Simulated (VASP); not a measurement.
Runs of VASP 6.6.1 on BAs. The structure is cubic, space group F-43m (No. 216). Conventional cell: a = 4.777 Å, b = 4.777 Å, c = 4.777 Å, α = 90.00°, β = 90.00°, γ = 90.00°. Around B (site symmetry -43m) lie 4 As at 2.07 Å. Around As (site symmetry -43m) lie 4 B at 2.07 Å. 

| task | level | potentials or basis | cell | k mesh | cutoff (eV) | grid for exact exchange (PRECFOCK) | exchange at q = 0 | screening parameter | share of exact exchange | gap on the mesh (eV) | pressure (GPa) | relaxed volume (Å³/atom) |
| --- | --- | --- | --- | --- | --- | --- | --- | --- | --- | --- | --- | --- |
| band structure | PBE0 | VASP PAW PBE potentials, release 64 (B, As) | as given | 8 × 8 × 8 | 520 | Fast | truncated | - | - | 2.51 | -0.7 | - |
| relaxation of cell and atoms | LDA | VASP PAW LDA potentials, release 64 (B, As) | relaxed | 10 × 10 × 10 | 600 | - | - | - | - | (c) | 0.0 | (d) |
| band structure | PBE | VASP PAW PBE potentials, release 64 (B, As) | as given | 6 × 6 × 6 | 520 | Fast | - | - | - | 1.27 | (a) | - |
| relaxation of cell and atoms | RPBE | VASP PAW PBE potentials, release 64 (B, As) | relaxed | 10 × 10 × 10 | 600 | - | - | - | - | 1.26 | 0.0 | 14.23 |
| relaxation of cell and atoms | HSE06 | VASP PAW PBE potentials, release 64 (B, As) | relaxed | 6 × 6 × 6 | 520 | Fast | - | 0.2 1/A | - | 1.96 | 0.0 | 13.57 |
| band structure | PBE | VASP PAW PBE potentials, release 64 (B, As) | as given | 10 × 10 × 10 | 520 | - | - | - | - | 1.18 | 3.4 | - |
| band structure | r2SCAN | VASP PAW PBE potentials, release 64 (B, As) | as given | 10 × 10 × 10 | 520 | - | - | - | - | 1.37 | 0.7 | - |
| band structure | PBE-EpsX | VASP PAW PBE potentials, release 64 (B, As) | as given | 6 × 6 × 6 | 520 | Fast | truncated | - | 0.1013 | (b) | 1.8 | - |

Alike in all rows: no spin polarisation; smearing gaussian 0.03 eV.

Problem. Fill in the values left out.

Solution. (a) 3.5; (b) 1.81; (c) 1.10; (d) 13.33.

Caveats: the PAW data sets were made with another functional, which shifts forces and pressure a little (some runs).

A k mesh can miss the band edges, and the runs leave out spin-orbit coupling on As.

Not every run made on this cell is shown here.
